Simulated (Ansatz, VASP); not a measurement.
## TiH in VASP and in Ansatz

File INCAR:

```
SYSTEM = TiH
PREC     = Accurate       ! precision mode
ENCUT    = 520            ! plane-wave cutoff, eV
EDIFF    = 1E-7           ! SCF threshold, eV
ISMEAR   = 0              ! smearing method
SIGMA    = 0.1            ! smearing width, eV
LREAL    = .FALSE.        ! projectors in reciprocal space
LASPH    = .TRUE.         ! aspherical terms in the spheres
NELM     = 60             ! most SCF steps
ALGO     = Normal         ! electronic algorithm
ISIF     = 2              ! what is computed and relaxed
LWAVE    = .FALSE.        ! write WAVECAR
LCHARG   = .TRUE.         ! write CHGCAR
GGA      = CA             ! functional
LELF     = .TRUE.         ! ELF
LVHAR    = .TRUE.       
NBANDS   = 14             ! bands
```

The input KPOINTS:

```
Automatic mesh
0
G
  9 9 9
  0 0 0
```

POSCAR

```
TiH
1.0
    0.0000000000      2.1373613784      2.1373613784
    2.1373613784      0.0000000000      2.1373613784
    2.1373613784      2.1373613784      0.0000000000
Ti H
1 1
Direct
    0.0000000000      0.0000000000      0.0000000000
    0.5000000000      0.5000000000      0.5000000000
```

Input for Ansatz:

```yaml
crystal:
  lattice:
    - [0.0, 2.137361378352724, 2.137361378352724]
    - [2.137361378352724, 0.0, 2.137361378352724]
    - [2.137361378352724, 2.137361378352724, 0.0]
  atoms:
    - { symbol: Ti, position: [0.0, 0.0, 0.0] }
    - { symbol: H, position: [0.5, 0.5, 0.5] }
basis:
  ecutwfc: 500.0
kpoints:
  mp_grid:
    grid: [9, 9, 9]
hamiltonian:
  xc: lda
  pseudopotentials:
    kind: paw
scf:
  occupations:
    method: gaussian
    width: 0.1
output:
  stress: true
```

The cell comes from a database or a generator and needn't be the stable form of this composition.

Alike in both runs: task single point; functional LDA; k mesh 9 × 9 × 9; occupations gaussian, width 0.1 eV; no spin polarisation.

```csv
,VASP,Ansatz
version,VASP 6.6.1,Ansatz 0.2.0
potentials or method,"VASP PAW LDA potentials, release 64 (Ti_sv, H)","plane waves, PAW"
plane-wave cutoff (eV),520,500
valence electrons in the cell,13,13
```

Ansatz gave:

* pressure (GPa): -15.7

Task: What did VASP give for the same quantities?

Result: Pressure (GPa): -15.6.

Caveats: so large a pressure means that the cell lies far from this level's equilibrium, or that cutoff or potentials fall short (VASP).
